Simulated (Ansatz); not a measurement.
Al under changes of volume

One of the cells (20.163 Å³/atom); the others are scaled copies at fixed shape and fractional positions:

```
CELL_PARAMETERS angstrom
2.72176 0.00000 0.00000
0.00000 2.72176 0.00000
0.00000 0.00000 2.72176
ATOMIC_POSITIONS crystal
Al 0.00000 0.00000 0.00000
```

The cell was built by a generator and needn't be a form met in nature.

- Program: Ansatz 0.2.0
- Functional: PBE
- Potentials or basis: Ansatz PAW
- Cutoff: 420 eV (not typed: the program's choice for these potentials)
- k mesh: 10 × 10 × 10
- Occupations: fermi-dirac, width 0.05 eV
- Spin: no spin polarisation

| volume (Å³/atom) | energy over the lowest point (meV/atom) | pressure (GPa) |
| --- | --- | --- |
| 18.953 | ? | ? |
| 19.356 | 8.01 | 2.8 |
| 19.759 | 2.50 | 1.6 |
| 20.163 | 0.00 | 0.4 |
| 20.566 | 0.46 | -0.8 |
| 20.969 | 3.69 | -1.8 |
| 21.373 | 9.38 | -2.7 |

Question: What does the run at 18.953 Å³/atom give?

Answer: Energy over the lowest point 16.84 meV/atom; pressure 4.3 GPa.

Worked out: A Birch-Murnaghan fit of order 3 (a polynomial in V^(-2/3)) to the other rows has its minimum at 20.30 Å³/atom with B0 = V·E''(V) = 57 GPa (rough, since the energies scatter). It gives 16.87 meV/atom at 18.953 Å³/atom, against the run's 16.84, and -dE/dV = 4.2 GPa, against 4.3.

Energies are extrapolated to zero smearing.
